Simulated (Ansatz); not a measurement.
Compressing Cs: a fit and a missing row

Cs, Im-3m, a = 6.159 Å. Ansatz: PBE, PAW, 420 eV, Γ-centred 10×10×10 mesh on 1 atom, Gaussian smearing 0.10 eV; no spin polarisation. Symmetry fixes shape and atoms, so the cell is only scaled; pressure is positive in compression.

```
V (Å³/atom) P (GPa)
    102.791     0.31
    106.295        ?
    109.799     0.14
    113.304     0.07
    116.808     0.00
    120.312    -0.05
    123.816    -0.10
    128.489    -0.15
```

Q: Take V0 = 116.808 Å³/atom, fit the third-order Birch–Murnaghan form to the other rows, and predict the missing pressure.

A: With the Eulerian strain f = ½[(V0/V)^(2/3) − 1] and y = P/[3f(1 + 2f)^(5/2)], the form is the line y = B0 + 1.5 B0 (B0′ − 4) f. Rows (f, y): 0.04448, 1.88; 0.02106, 2.00; 0.01026, 2.16; -0.00976, 1.79; -0.01905, 1.93; -0.03078, 1.90. Means f = 0.002702, y = 1.9433; Σ(Δf)² = 0.003889, ΣΔfΔy = 0.003684; the slope is their ratio. y = 1.941 + 0.9472 f GPa, so B0 = 1.9 GPa and B0′ = 4 + 2 × (0.9472)/(3 × 1.941) = 4.33. At V = 106.295, f = 0.03245, y = 1.972 and P = 0.22 GPa. The run gave 0.22 GPa, the same to the digits shown. With a term in f² added B0′ becomes 4.74, so this figure hangs on the form. For so soft a crystal pressures to 0.01 GPa are coarse: rounding alone can shift a y by 0.18 GPa, so B0′ is rough.